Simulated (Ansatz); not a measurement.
**Equation of state of Au under PBEsol+D3(BJ)**

```
Au
1.0
     0.00000    2.03500    2.03500
     2.03500    0.00000    2.03500
     2.03500    2.03500    0.00000
Au
1
Direct
  0.00000 0.00000 0.00000
```

The cell was scaled at fixed shape and fractions and run with Ansatz, Ansatz PAW, cutoff 420 eV; PBEsol+D3(BJ), k mesh 11 × 11 × 11 on the cell of 1 atom, fermi-dirac occupations of 0.05 eV, no spin polarisation, no spin-orbit coupling. The potentials were made for PBE. Energies are those that the program minimises, any entropy of the smearing included. For a metal such a mesh isn't converged to the digits shown.

| V (Å³/atom) | energy over the lowest row (meV/atom) |
| --- | --- |
| 15.8435 | 14.88 |
| 16.1806 | ? |
| 16.5177 | 0.00 |
| 16.8548 | 5.69 |
| 17.1919 | 18.67 |
| 17.5290 | 37.99 |
| 17.8661 | 62.82 |

**Question.** Fit the third-order Birch-Murnaghan form, give V0, B0 and B′, and predict the energy left open.

**Answer.** With y = (V0/V)^(2/3), E = E0 + (9 V0 B0/16) [(y - 1)³ B′ + (y - 1)² (6 - 4y)]. Least squares through the rows shown give V0 = 16.4495 Å³/atom, E0 = -0.18 meV, B0 = 198.8 GPa (1 eV/Å³ = 160.218 GPa) and B′ = 5.66, with a largest miss of 0.01 meV. At V = 16.1806 the form with these constants gives 2.65 meV; the run gave 2.66 meV an atom. Measured volume: 16.96 Å³/atom at 298.15 K (a printed reference work), so the fit lies -3.0 % from it. The runs are for a static lattice.
